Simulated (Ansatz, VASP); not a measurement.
# GaN: VASP beside Ansatz

One calculation is typed for both programs; each brings its own data sets and cutoff. How far apart do they land?

Program: Ansatz 0.2.0. Level of theory: plane waves, with VASP 6.6.1 beside it; relaxation of cell and atoms at r2SCAN and relaxation of cell and atoms at PBE with D3(BJ). Results are calculated unless marked as measured.

The database entry behind the starting cell differs from later determinations by our own check (thin film, about 0.3 % long), so it need not match the best structure at ambient conditions.

## Step 1: Set-up

Symmetry: P6_3mc, No. 186, hexagonal system. The conventional cell has a = 3.197 Å, b = 3.197 Å, c = 5.207 Å, α = 90.00°, β = 90.00°, γ = 120.00°. Ga has 4 N at 1.95 to 1.97 Å nearest. Nearest to N lie 4 Ga at 1.95 to 1.97 Å. Farther neighbours and most contacts between anions are not listed.

## Step 2: Ansatz: relaxation of cell and atoms, r2SCAN

Ansatz runs on its default PAW (the set named soft_2) files.

The relaxed volume is the usual yardstick between codes: its relative difference is about their pressure difference at one cell divided by the bulk modulus.

input.yaml

```yaml
crystal:
  lattice:
    - [3.1972, 0.0, 0.0]
    - [-1.5986, 2.768856421, 0.0]
    - [0.0, 0.0, 5.207]
  atoms:
    - { symbol: Ga, position: [0.6666666667, 0.3333333333, 0.5912] }
    - { symbol: Ga, position: [0.3333333333, 0.6666666667, 0.0912] }
    - { symbol: "N", position: [0.6666666667, 0.3333333333, 0.9688] }
    - { symbol: "N", position: [0.3333333333, 0.6666666667, 0.4688] }
hamiltonian:
  xc: r2scan
  pseudopotentials: { kind: paw }
kpoints:
  mp_grid: { grid: [8, 8, 5] }
scf:
  occupations: { method: fermi_dirac, width: 0.05 }
relax:
  f_tol: 0.01
  max_steps: 60
  cell: { stress_tol: 0.05 }
output:
  forces: true
  stress: true
  write_density: true
  write_potential: true
  elf: true
  volumetric_format: npy
```

On the command line:

```
$ ansatz run input.yaml --threads 4 --pin off --max-ram 9216MiB --backend cpu --events-out ev --progress --plain --runs-dir out
```

Numbers of over 12 decimals in the logs are rounded to 6 here.

The log of the run:

```text
Engine: ansatz 0.2.0, x86_64-unknown-linux-gnu
Pseudopotentials: kind: paw
Pseudopotential: Ga, paw, valence charge 13, recommended cutoff 500 eV (meta_gga), Ga.paw.azcp
Pseudopotential: N, paw, valence charge 5, recommended cutoff 500 eV (meta_gga), N.paw.azcp
Functional definition: r2SCAN
  parameter k0 = 0.174
  parameter k1 = 0.065
  parameter a1 = 4.9479
  exchange = r2scan_x(k0 = k0, k1 = k1, a1 = a1)
  correlation = r2scan_c
Crystal: 4 atoms, lattice volume = 46.095 Å³
Basis set: ecut = 500 eV, 1141 PW (Γ), exchange–correlation on 96×96×160 points (64 copies of the dense FFT grid, shifted against one another)
Bands: 22, of which v1, the nominal top of the filled ones, is band 18 counted from 1 (17 counted from 0)
Symmetry: 12 space group operations
Space group: P63mc (ITA 186), of the structure as read, at distance tolerance 3.6e-5 Å
k-points: 30 of 320 (time reversal used)
Non-local potential: Ga, projectors of the file, l = 0: 2, l = 1: 2, l = 2: 3, l = 3: 1
Non-local potential: N, projectors of the file, l = 0: 2, l = 1: 2, l = 2: 1
PAW form: soft (Blöchl's): semilocal exchange-correlation on the pseudo side does not see the compensation charge
PAW frozen core: Ga, regenerated for the run's functional (the file was generated under x = pbe(κ = 0.804, μ = 0.219515), c = pbe(β = 0.066725))
PAW frozen core: N, regenerated for the run's functional (the file was generated under x = pbe(κ = 0.804, μ = 0.219515), c = pbe(β = 0.066725))
PAW one-centre angular grid: Ga, 590 points (default); XC on 160 Gauss nodes
PAW one-centre angular grid: N, 302 points (default); XC on 160 Gauss nodes
Initial density: superposition of atomic densities (neutral atoms: chi_scale 0, normalization atom), corrected by the library's trained network
Initial wavefunctions: pseudopotential atomic-orbital guess
Functional: x = r2scan, c = r2scan; τ floored in thin density (d = 2e-4 eV/Å³)
SCF iter   1: F=—  HF=-8352.708604 eV  |F-HF|=—  |Δ(HF+E_count)|=         —  Δρ=1.24e-2  dr2=2.67e-2  dr2_τ=1.84e-1  ethr=1.77e-3  ⟨swp⟩=5.0  Hψ=2673  notcnv=0
preconditioner: auto → Resta (q_TF=auto, 2.618 Å⁻¹)  ε∞=4.5  [insulator: Δε(μ)=2.224 eV  Ē_g=17.553 eV  σ=0.050 eV  W_gap=1.00  n_scr=22 (ndim 8)  ℏωp=32.8 eV  f_vac=0.010  D(μ)=0.00/eV (n_scr^D=0)  ε∞_Penn≈4.5]
SCF iter   2: F=—  HF=-8352.769437 eV  |F-HF|=—  |Δ(HF+E_count)|=   6.08e-2  Δρ=5.81e-3  dr2=9.45e-3  dr2_τ=3.14e-4  ethr=7.41e-5  ⟨swp⟩=2.0  Hψ=1560  notcnv=0
SCF iter   3: F=—  HF=-8352.768918 eV  |F-HF|=—  |Δ(HF+E_count)|=   5.19e-4  Δρ=3.66e-3  dr2=2.64e-3  dr2_τ=8.83e-5  ethr=2.62e-5  ⟨swp⟩=2.3  Hψ=1155  notcnv=0
SCF iter   4: F=—  HF=-8352.768938 eV  |F-HF|=—  |Δ(HF+E_count)|=   1.96e-5  Δρ=2.93e-4  dr2=2.10e-5  dr2_τ=8.27e-6  ethr=7.32e-6  ⟨swp⟩=2.0  Hψ=1164  notcnv=0
SCF iter   5: F=—  HF=-8352.768964 eV  |F-HF|=—  |Δ(HF+E_count)|=   2.61e-5  Δρ=1.30e-4  dr2=4.06e-6  dr2_τ=4.46e-7  ethr=5.85e-8  ⟨swp⟩=2.0  Hψ=1129  notcnv=0
SCF iter   6: F=—  HF=-8352.768969 eV  |F-HF|=—  |Δ(HF+E_count)|=   4.53e-6  Δρ=3.66e-5  dr2=6.50e-7  dr2_τ=3.02e-8  ethr=1.13e-8  ⟨swp⟩=2.6  Hψ=1200  notcnv=0
SCF iter   7: F=—  HF=-8352.768969 eV  |F-HF|=—  |Δ(HF+E_count)|=   1.48e-8  Δρ=1.78e-5  dr2=1.45e-7  dr2_τ=9.18e-9  ethr=1.81e-9  ⟨swp⟩=2.0  Hψ=1186  notcnv=0
SCF iter   8: F=-8352.768969 eV  HF=-8352.768969 eV  |F-HF|=1.72e-8  |Δ(HF+E_count)|=   2.34e-8  Δρ=8.07e-6  dr2=2.99e-8  dr2_τ=5.10e-10  ethr=2.78e-10  ⟨swp⟩=7.0  Hψ=3652  notcnv=0
SCF 1 converged in 8 iterations: F = -8352.768969 eV  dr2 = 2.99e-8
  greatest PAW one-centre occupation: 0.995 electrons in one spin orbital (limit 2), on the Ga atom at site 1 (counted from 0), in its partial waves of l = 2
relax step   1: F+E_penalty+E_count = -8352.76896851 eV  Δ(F+E_penalty+E_count) = +0.000e0 eV  max|allowed force component| = 4.752e-2 eV/Å  Δτ_max = 0.0000 Å  P = -2.547 GPa  Ω = 46.095 Å³  (8 SCF iters, dr2 threshold 1.00e-7 eV, accepted)
[...]
relax step   2: F+E_penalty+E_count = -8352.77352343 eV  Δ(F+E_penalty+E_count) = -4.555e-3 eV  max|allowed force component| = 3.456e-2 eV/Å  Δτ_max = 0.0007 Å  P = -0.972 GPa  Ω = 45.713 Å³  energy of the carried Pulay correction = +2.325e-4 eV  (6 SCF iters, dr2 threshold 4.00e-7 eV, accepted)
[...]
relax step   3: F+E_penalty+E_count = -8352.77445286 eV  Δ(F+E_penalty+E_count) = -9.294e-4 eV  max|allowed force component| = 1.328e-2 eV/Å  Δτ_max = 0.0009 Å  P = +0.039 GPa  Ω = 45.476 Å³  energy of the carried Pulay correction = +3.777e-4 eV  (6 SCF iters, dr2 threshold 4.00e-7 eV, accepted)
[...]
relax step   4: F+E_penalty+E_count = -8352.77446245 eV  Δ(F+E_penalty+E_count) = -9.599e-6 eV  max|allowed force component| = 6.400e-4 eV/Å  Δτ_max = 0.0007 Å  P = -0.001 GPa  Ω = 45.485 Å³  energy of the carried Pulay correction = +3.722e-4 eV  (5 SCF iters, dr2 threshold 1.25e-8 eV, accepted)
[...]
relax step   5: F+E_penalty+E_count = -8352.77408188 eV  Δ(F+E_penalty+E_count) = +3.806e-4 eV  max|allowed force component| = 6.360e-4 eV/Å  Δτ_max = 0.0000 Å  P = -0.004 GPa  Ω = 45.485 Å³  stress off target by 3.51e-2 GPa  SCF on the basis re-selected at this cell (its energy is not comparable with the rows above)  (6 SCF iters)
basis re-selected at this cell: Δ(F+E_penalty+E_count) = +3.806e-4 eV, ΔP = -0.003 GPa vs the last step (what re-selecting the basis moved, of the pressure what is left beyond the Pulay correction that the steps carried, after the strain that the cell walked since its last selection, with what the two solves' SCF thresholds leave and, on support functions, any second-order correction that the steps lacked; it is no m [...]
SCF converged after 6 iterations
Free energy (F): -8352.774082 eV
Harris-Foulkes:  -8352.774082 eV  (|F-HF|=3.64e-12)
Internal energy: -8352.774082 eV  (E = F + TS)
E sigma→0 (E₀):  -8352.774082 eV
Fermi energy:    10.693110 eV
--- Per-component energies (eV) ---
  E_band       = -29.655843
  E_kinetic    = 494.368669
  E_local      = -3904.043379  (includes V_loc(G=0)·N_el)
  E_nonlocal   = 952.978591
  E_hartree    = 1801.771642
  E_xc         = -243.547755
  E_vxc        = -287.263766  (∫ρ·V_xc dr)
  E_paw        = -4274.774782  (= ΣΔE_a)
  E_vpaw       = -904.920960  (= ΣTr[D̂ρ^β])
  E_aug_tail   = -0.000045  (compensation charges beyond the density's cutoff)
  E_vtau       = 15.681628  (kinetic-family band-sum trace: ∫τ·v_τ [+ j·A + Jᵃ·Aᵃ] dr)
  E_ewald      = -3178.161755
  E_core_change = -1.365269  (= ΣΔE_core)
  E_smearing   = -0.000000  (= −TS)
  E_closure    = -0.000000  (closes the sum)
  Σ components = -8352.774082   (vs F -8352.774082, Δ=0.00e0)
--- Forces (eV/Å), atoms counted from 1 ---
  atom   1  Ga     0.00000000     0.00000000    -0.00063091
  atom   2  Ga     0.00000000    -0.00000000    -0.00063091
  atom   3  N      0.00000000     0.00000000     0.00064105
  atom   4  N     -0.00000000    -0.00000000     0.00064105
  max |Σ_I F_I| component: 2.03e-5 eV/Å
--- Stress (GPa, compression-positive) ---
        0.011677       0.000000       0.000000
        0.000000       0.011677       0.000000
        0.000000      -0.000000      -0.035088
  P = ⅓ Tr σ = -0.0039 GPa (-0.039 kbar)
--- Band table (eV; the first three rows and the last of 30) ---
  k-point 0: bands = [... 14 lower, 8.4200, 9.4498, 9.4870, 9.4870, 11.8371, 14.3229, 19.4562, 20.0877]
  k-point 1: bands = [... 14 lower, 8.5174, 8.5174, 9.3807, 9.3807, 12.7240, 14.3955, 19.1686, 20.1012]
  k-point 2: bands = [... 14 lower, 8.7769, 8.7769, 9.1067, 9.1067, 13.9006, 14.4326, 18.6979, 18.9380]
  k-point 29: bands = [... 14 lower, 5.1366, 5.8679, 7.6418, 7.9514, 15.8945, 16.5329, 17.4815, 18.0206]
--- Relaxed structure (4 steps of the walk, 4 accepted, 1 SCFs on fresh bases) ---
  F+E_penalty+E_count = -8352.77408188 eV   max|allowed force component| = 6.360e-4 eV/Å   (the final SCF, on the basis selected at the relaxed cell)
  cell:  # Å, volume = 45.4850 Å³
    - [3.182946, 0.0, 0.0]
    - [-1.591473, 2.756512, 0.0]
    - [0.0, 0.0, 5.184164]
  atoms:
    - { symbol: Ga, position: [0.666667, 0.333333, 0.591629] }
    - { symbol: Ga, position: [0.333333, 0.666667, 0.091629] }
    - { symbol: N, position: [0.666667, 0.333333, 0.968371] }
    - { symbol: N, position: [0.333333, 0.666667, 0.468371] }
```

The job ended after 8.1 s (4 threads of AMD EPYC 7B13 (Zen 3), shared host; peak memory 0.52 GiB).

## Step 3: VASP: relaxation of cell and atoms, r2SCAN

The same cell, functional, mesh and smearing now go to VASP, with its own data sets and cutoff.

Lines of VASP's logs that name or quote its potential files are left out, and so is its time.

INCAR

```
SYSTEM = GaN
PREC = Accurate
ENCUT = 560
EDIFF = 1E-06
NELM = 100
ISMEAR = -1
SIGMA = 0.05
LREAL = .FALSE.
ALGO = Normal
METAGGA = R2SCAN
LASPH = .TRUE.
NBANDS = 24
LORBIT = 11
LWAVE = .FALSE.
LCHARG = .FALSE.
KPAR = 2
IBRION = 2
NSW = 60
ISIF = 3
EDIFFG = -0.01
```

POSCAR

```
GaN
1.0
    3.1972000000      0.0000000000      0.0000000000
   -1.5986000000      2.7688564210      0.0000000000
    0.0000000000      0.0000000000      5.2070000000
Ga N
2 2
Direct
    0.6666666667      0.3333333333      0.5912000000
    0.3333333333      0.6666666667      0.0912000000
    0.6666666667      0.3333333333      0.9688000000
    0.3333333333      0.6666666667      0.4688000000
```

KPOINTS

```
Automatic mesh
0
Gamma
8 8 5
0 0 0
```

PAW data sets: Ga_d and N (PBE family, release 64).

On the command line:

```
$ mpirun -np 2 vasp_std
```

The log of the run:

```text
[banner, memory and clock lines left out]
running    2 mpi-ranks, on    1 nodes
 distrk:  each k-point on    1 cores,    2 groups
 distr:  one band on    1 cores,    1 groups

 POSCAR found type information on POSCAR GaN
 POSCAR found :  2 types and       4 ions
|                                                                             |
|               ----> ADVICE to this user running VASP <----                  |
|                                                                             |
|     You enforced a specific xc type in the INCAR file but a different       |
|     [... a line on the potential file left out ...]
|     I HOPE YOU KNOW WHAT YOU ARE DOING!                                     |
|                                                                             |

 LDA part: xc-table for (None), standard interpolation
 POSCAR, INCAR and KPOINTS ok, starting setup
 FFT: planning ... GRIDC
 FFT: planning ... GRID_SOFT
 FFT: planning ... GRID
 WAVECAR not read
 entering main loop
       N       E                     dE             d eps       ncg     rms          rms(c)
DAV:   1     0.264490137426E+03    0.26449E+03   -0.19293E+04  1528   0.298E+03
DAV:   2    -0.192660203277E+02   -0.28376E+03   -0.27160E+03  1632   0.543E+02
DAV:   3    -0.525810286911E+02   -0.33315E+02   -0.33031E+02  1664   0.150E+02
DAV:   4    -0.536200717535E+02   -0.10390E+01   -0.10369E+01  1912   0.295E+01
DAV:   5    -0.536378110185E+02   -0.17739E-01   -0.17737E-01  1648   0.335E+00    0.101E+01
DAV:   6    -0.435804056784E+02    0.10057E+02   -0.90206E+00  2440   0.544E+01    0.307E+00
DAV:   7    -0.438021179035E+02   -0.22171E+00   -0.19800E+00  1656   0.110E+01    0.263E+00
DAV:   8    -0.438253494858E+02   -0.23232E-01   -0.11153E-01  2040   0.720E+00    0.667E-01
DAV:   9    -0.438216416185E+02    0.37079E-02   -0.47568E-02  2360   0.327E+00    0.171E-01
DAV:  10    -0.438218942404E+02   -0.25262E-03   -0.49330E-03  2200   0.766E-01    0.602E-02
DAV:  11    -0.438220425065E+02   -0.14827E-03   -0.38019E-04  1608   0.178E-01    0.214E-02
DAV:  12    -0.438220533867E+02   -0.10880E-04   -0.28626E-05  1784   0.894E-02    0.135E-02
DAV:  13    -0.438220492531E+02    0.41336E-05   -0.53924E-06  1784   0.265E-02    0.921E-03
DAV:  14    -0.438220488328E+02    0.42026E-06   -0.40993E-06  1464   0.182E-02
   1 F= -.43822049E+02 E0= -.43822049E+02  d E =-.438220E+02
[...]
2 F= -.43822429E+02 E0= -.43822429E+02  d E =-.379718E-03
[...]
3 F= -.43823898E+02 E0= -.43823898E+02  d E =-.184951E-02
[...]
4 F= -.43823899E+02 E0= -.43823899E+02  d E =-.184977E-02
 curvature:  -0.26 expect dE=-0.159E-04 dE for cont linesearch -0.444E-05
 ZBRENT: accuracy reached
 trial: gam=-0.04153 g(F)=  0.404E-04 g(S)=  0.207E-04 ort = 0.336E-03 (trialstep = 0.904E+00)
 search vector abs. value=  0.445E-04
 bond charge predicted
       N       E                     dE             d eps       ncg     rms          rms(c)
DAV:   1    -0.438239497500E+02   -0.51181E-04   -0.50257E-03  1464   0.527E-01    0.387E-02
DAV:   2    -0.438239391167E+02    0.10633E-04   -0.15493E-04  1848   0.154E-01    0.227E-02
DAV:   3    -0.438239281064E+02    0.11010E-04   -0.16342E-05  1968   0.558E-02    0.289E-03
DAV:   4    -0.438239284281E+02   -0.32169E-06   -0.46539E-06  1472   0.209E-02
   5 F= -.43823928E+02 E0= -.43823928E+02  d E =-.298290E-04
 trial-energy change:   -0.000030  1 .order   -0.000028   -0.000043   -0.000014
 step:   1.3318(harm=  1.3318)  dis= 0.00079  next Energy=   -43.823930 (dE=-0.313E-04)
 reached required accuracy - stopping structural energy minimisation
```

OUTCAR, selected parts (step 3):

```text
ion  position               nearest neighbor table
   1  0.667  0.333  0.591-   4 1.95   4 1.95   4 1.95   3 1.97
   2  0.333  0.667  0.091-   3 1.95   3 1.95   3 1.95   4 1.97
   3  0.667  0.333  0.969-   2 1.95   2 1.95   2 1.95   1 1.97
   4  0.333  0.667  0.469-   1 1.95   1 1.95   1 1.95   2 1.97

  LATTYP: Found a hexagonal cell.
 ALAT       =     3.1972000000
 C/A-ratio  =     1.6286125360

 Subroutine GETGRP returns: Found 12 space group operations
 (whereof  6 operations were pure point group operations)

The static configuration has the point symmetry C_3v.
 The point group associated with its full space group is C_6v.

 Found     30 irreducible k-points:

   k-points           NKPTS =     30   k-points in BZ     NKDIM =     30   number of bands    NBANDS=     24

   dimension x,y,z NGX =    28 NGY =   28 NGZ =   40
   dimension x,y,z NGXF=    56 NGYF=   56 NGZF=   80

   ENCUT  =  560.0 eV  41.16 Ry    6.42 a.u.   6.17  6.17 10.05*2*pi/ulx,y,z

   NELECT =      36.0000    total number of electrons

 k-points in reciprocal lattice and weights: Automatic mesh
   0.00000000  0.00000000  0.00000000       0.003
   0.12500000  0.00000000  0.00000000       0.019
   0.25000000  0.00000000  0.00000000       0.019
   0.37500000  0.00000000  0.00000000       0.019
   0.50000000  0.00000000  0.00000000       0.009
   0.12500000  0.12500000  0.00000000       0.019
   0.25000000  0.12500000  0.00000000       0.038
   0.37500000  0.12500000  0.00000000       0.038
   0.25000000  0.25000000  0.00000000       0.019
[...]
0.25000000  0.25000000  0.40000000       0.038
   0.37500000  0.25000000  0.40000000       0.038

 average (electrostatic) potential at core
       1 -68.2964       2 -68.2964       3 -64.9542       4 -64.9542

 E-fermi :   6.0825

 k-point     1 :       0.0000    0.0000    0.0000
  band No.  band energies     occupation
    ...
     14       3.9785      2.00000
     15       3.9785      2.00000
     16       5.0057      2.00000
     17       5.0389      2.00000
     18       5.0389      2.00000
     19       7.3446      0.00000
     20       9.8109      0.00000
     21      14.9672      0.00000
     22      15.5924      0.00000
     23      15.5924      0.00000
    ...

 k-point     2 :       0.1250    0.0000    0.0000
  band No.  band energies     occupation
    ...
     14       2.9171      2.00000
     15       3.6616      2.00000
     16       3.8821      2.00000
     17       4.8460      2.00000
     18       4.8967      2.00000
     19       8.3958      0.00000
     20      10.6892      0.00000
     21      14.3163      0.00000
     22      14.8492      0.00000
     23      15.9904      0.00000
    ...

 k-point     3 :       0.2500    0.0000    0.0000
  band No.  band energies     occupation
    ...
     14       0.9815      2.00000
     15       2.1201      2.00000
     16       3.0045      2.00000
     17       4.3243      2.00000
     18       4.5293      2.00000
     19       9.7876      0.00000
     20      11.5280      0.00000
     21      12.9835      0.00000
     22      14.2118      0.00000
     23      15.9294      0.00000
    ...

  Total       -0.0052908     -0.0052908      0.0072338      0.0000000      0.0000000      0.0000000
  in kB       -0.1853060     -0.1853060      0.2533610      0.0000000      0.0000000      0.0000000
  external PRESSURE =      -0.0390837 kB  Pullay stress =       0.0000000 kB

  energy-cutoff  :      560.00
  volume of cell :       45.74
      direct lattice vectors                 reciprocal lattice vectors
     3.189445634  0.000000000  0.000000000     0.313534111  0.181019003  0.000000000
    -1.594722817  2.762140943 -0.000000000     0.000000000  0.362038006  0.000000000
     0.000000000  0.000000000  5.192528979    -0.000000000  0.000000000  0.192584385

 POSITION                                       TOTAL-FORCE (eV/Angst)
 -----------------------------------------------------------------------------------
      1.59472      0.92071      3.07162        -0.000000      0.000000      0.004529
     -0.00000      1.84143      0.47535         0.000000     -0.000000      0.004529
      1.59472      0.92071      5.02873        -0.000000     -0.000000     -0.004529
     -0.00000      1.84143      2.43246        -0.000000     -0.000000     -0.004529
 -----------------------------------------------------------------------------------
    total drift:                                0.000001      0.000001     -0.007996

  FREE ENERGIE OF THE ION-ELECTRON SYSTEM (eV)
  ---------------------------------------------------
  free  energy   TOTEN  =       -43.8239284281 eV

  energy  without entropy=      -43.8239284281  energy(sigma->0) =      -43.82392843

 reached required accuracy - stopping structural energy minimisation

 total charge
# of ion       s       p       d       tot
------------------------------------------
    1        0.754   0.875  10.191  11.819
    2        0.754   0.875  10.191  11.819
    3        1.230   2.547   0.000   3.777
    4        1.230   2.547   0.000   3.777
--------------------------------------------------
tot          3.967   6.843  20.381  31.191

[... 3 further parts left out ...]
```

CONTCAR:

```
GaN
   1.00000000000000
     3.1894456338603079    0.0000000000000000    0.0000000000000000
    -1.5947228169301539    2.7621409429326329   -0.0000000000000000
     0.0000000000000000    0.0000000000000000    5.1925289787234448
  Ga              N
     2     2
Direct
     0.6666666667000030    0.3333333332999970    0.5915453651882837
     0.3333333332999970    0.6666666667000030    0.0915453651882838
     0.6666666667000030    0.3333333332999970    0.9684546348117186
     0.3333333332999970    0.6666666667000030    0.4684546348117185
```

## Step 4: Differences

Known differences besides the potentials themselves: VASP keeps PBE cores, Ansatz makes them for the functional; both relaxations stop at a tolerance, which leaves soft axes loose, and VASP keeps its plane-wave basis; the cutoff is 500 eV in Ansatz and 560 eV in VASP; Ansatz adds a Pulay correction to the stress that steers its cell, VASP none. Total energies have different zeros and are not compared.

Compared:

| quantity | Ansatz | VASP | difference |
| --- | --- | --- | --- |
| volume (Å³) | 45.48 | 45.74 | -0.57 % |
| edge a after relaxation, in the typed setting (Å) | 3.183 | 3.189 | -0.20 % |
| edge c after relaxation, in the typed setting (Å) | 5.184 | 5.192 | -0.16 % |

The walks stopped with 0.00 GPa left in Ansatz and 0.00 GPa in VASP; each walk ends within a tolerance, so the volume difference is uncertain by about these residues over the bulk modulus, most in soft cells.

[end of part 1 of 2]

[Lines on the potential files, build, host, timing and source positions are cut from VASP's logs without a mark.]

[Logs are printed without paths, hosts, clocks, repeated set-up lines and the standing remarks that a program may print on its own settings, such as how far it seeks lower states.]

[Hosts, paths, dates, database ids (printed as entryN), source tags and the programs' standing remarks are cut or masked in the printed files.]
